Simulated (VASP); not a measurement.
# KI in VASP 6.6.1, single-point calculation

INCAR

```
ISIF = 2
NSW = 0
PREC = Accurate
LWAVE = .FALSE.
NBANDS = 15
MAGMOM = 3 3
ENCUT = 520
IBRION = -1
SIGMA = 0.02
EDIFF = 1E-7
ISPIN = 2
LASPH = .TRUE.
LREAL = .FALSE.
GGA = PE
LCHARG = .FALSE.
ISMEAR = -1
NELM = 74
```

KPOINTS

```
KPOINTS created by Atomic Simulation Environment
0
Gamma
6 6 6
0 0 0
```

POSCAR

```
K  I
 1.0000000000000000
     0.0000000000000000    3.8667468479000000    4.1443292905000000
     3.8667468479000000    0.0000000000000000    4.1443292905000000
     3.8667468479000000    3.8667468479000000    0.0000000000000000
 K   I
   1   1
Cartesian
  0.0000000000000000  0.0000000000000000  0.0000000000000000
  1.9333734239500000  1.9333734239500000  2.0721646452500000
```

The recommended PBE PAW datasets give the neutral cell 16 valence electrons.

Command

```
mpirun -np 1 vasp_std
```

OSZICAR

```
N       E                     dE             d eps       ncg     rms          rms(c)
DAV:   1     0.946451969942E+02    0.94645E+02   -0.63284E+03  1800   0.866E+02
DAV:   2     0.491194423893E+01   -0.89733E+02   -0.83710E+02  2298   0.196E+02
DAV:   3    -0.173746742499E+01   -0.66494E+01   -0.66211E+01  2525   0.482E+01
DAV:   4    -0.216852571438E+01   -0.43106E+00   -0.43092E+00  3221   0.103E+01
DAV:   5    -0.216973673245E+01   -0.12110E-02   -0.12110E-02  2467   0.640E-01    0.150E+01
DAV:   6    -0.459095198258E+01   -0.24212E+01   -0.19467E+00  1968   0.940E+00    0.562E+00
DAV:   7    -0.535784310135E+01   -0.76689E+00   -0.75501E-01  1828   0.551E+00    0.261E+00
DAV:   8    -0.536315801144E+01   -0.53149E-02   -0.32278E-02  2556   0.916E-01    0.135E+00
DAV:   9    -0.537315587880E+01   -0.99979E-02   -0.15427E-02  2143   0.665E-01    0.504E-01
DAV:  10    -0.538136172623E+01   -0.82058E-02   -0.68135E-03  1905   0.484E-01    0.149E-01
DAV:  11    -0.538312836250E+01   -0.17666E-02   -0.99180E-04  1928   0.207E-01    0.932E-02
DAV:  12    -0.538402700086E+01   -0.89864E-03   -0.39338E-04  1856   0.125E-01    0.575E-02
DAV:  13    -0.538438066651E+01   -0.35367E-03   -0.26523E-04  1828   0.968E-02    0.196E-02
DAV:  14    -0.538441057158E+01   -0.29905E-04   -0.50801E-05  2122   0.487E-02    0.634E-03
DAV:  15    -0.538441836283E+01   -0.77912E-05   -0.24744E-05  2010   0.336E-02    0.317E-03
DAV:  16    -0.538441919897E+01   -0.83615E-06   -0.20093E-05  1835   0.290E-02    0.141E-03
DAV:  17    -0.538441843090E+01    0.76807E-06   -0.12618E-05  1828   0.224E-02    0.679E-04
DAV:  18    -0.538441761361E+01    0.81729E-06   -0.71078E-06  1828   0.167E-02    0.352E-04
DAV:  19    -0.538441682797E+01    0.78564E-06   -0.21158E-06  1884   0.906E-03    0.137E-04
DAV:  20    -0.538441674285E+01    0.85126E-07   -0.17307E-07  2083   0.256E-03
   1 F= -.53844167E+01 E0= -.53844167E+01  d E =-.849660E-11  mag=    -0.0000
```

Standard output (part)

```
POSCAR found type information on POSCAR K I
 POSCAR found :  2 types and       2 ions
 LDA part: xc-table for (Slater+PW92), standard interpolation
 POSCAR, INCAR and KPOINTS ok, starting setup
 WAVECAR not read
 entering main loop
```

It converged. Results: pressure 0.2 GPa; magnetic moment of the cell 0.00 μB.

For comparison, a separate PBE run of the intended cell, on usual settings and not on those above, gives a gap of 3.90 eV on its mesh and a pressure of 0.2 GPa.

The run above took about 2.9 min on one core of a shared host (Intel Xeon Platinum 8488C) and held 0.37 GiB at most.
